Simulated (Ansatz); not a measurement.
The calculation used Ansatz 0.2.0, DFT PBE, scalar-relativistic, plane waves, PAW. All cells share a 420 eV cutoff and Γ-centred k meshes spaced at most about 0.3 Å⁻¹ (about 0.25 or finer for metals, 2π included). No spin polarisation in the final relaxations.

These are static total energies at zero pressure. All come from trial cells, and lower structures may exist.

Question: Which of these relaxed structures of SiGe3 is the lowest in energy?
A.

```
CELL_PARAMETERS angstrom
2.95535 0.00000 0.00000
-1.47768 2.55941 0.00000
0.00000 0.00000 9.64020
ATOMIC_POSITIONS crystal
Si 0.66667 0.33333 0.00000
Ge 0.66667 0.33333 0.50000
Ge 0.33333 0.66667 0.76344
Ge 0.33333 0.66667 0.23656
```

B.

```
CELL_PARAMETERS angstrom
4.01263 0.00000 0.00000
0.00000 4.01263 0.00000
0.00000 0.00000 5.67978
ATOMIC_POSITIONS crystal
Si 0.50000 0.50000 0.50000
Ge 0.00000 0.00000 0.00000
Ge 0.50000 0.00000 0.74354
Ge 0.00000 0.50000 0.25646
```

C.

```
CELL_PARAMETERS angstrom
2.82854 0.00000 0.00000
-1.41427 2.44959 0.00000
0.00000 0.00000 10.55596
ATOMIC_POSITIONS crystal
Si 0.00000 0.00000 0.50000
Ge 0.00000 0.00000 0.74353
Ge 0.00000 0.00000 0.00000
Ge 0.00000 0.00000 0.25647
```

D.

```
CELL_PARAMETERS angstrom
-1.98625 1.98625 4.69085
1.98625 -1.98625 4.69085
1.98625 1.98625 -4.69085
ATOMIC_POSITIONS crystal
Si 0.50000 0.50000 0.00000
Ge 0.00000 0.00000 0.00000
Ge 0.75000 0.25000 0.50000
Ge 0.25000 0.75000 0.50000
```

Answer: B. It has Si and Ge ordered on diamond sites, space group P-4m2 (No. 115); the next, C, with space group P6/mmm (No. 191), lies 281 meV/atom higher. Counting Ge atoms around Si (those within 1.25 times the shortest such distance or 1.15 times the sum of covalent radii, 1.27 where that leaves under three), the lowest has Si 4 and the next has Si 2.

With atoms moved at random, P-4m2 came back. Other cells relaxed within their symmetry can be saddle points. Some types were kept out of the candidates beforehand, so the set may lack a known form.
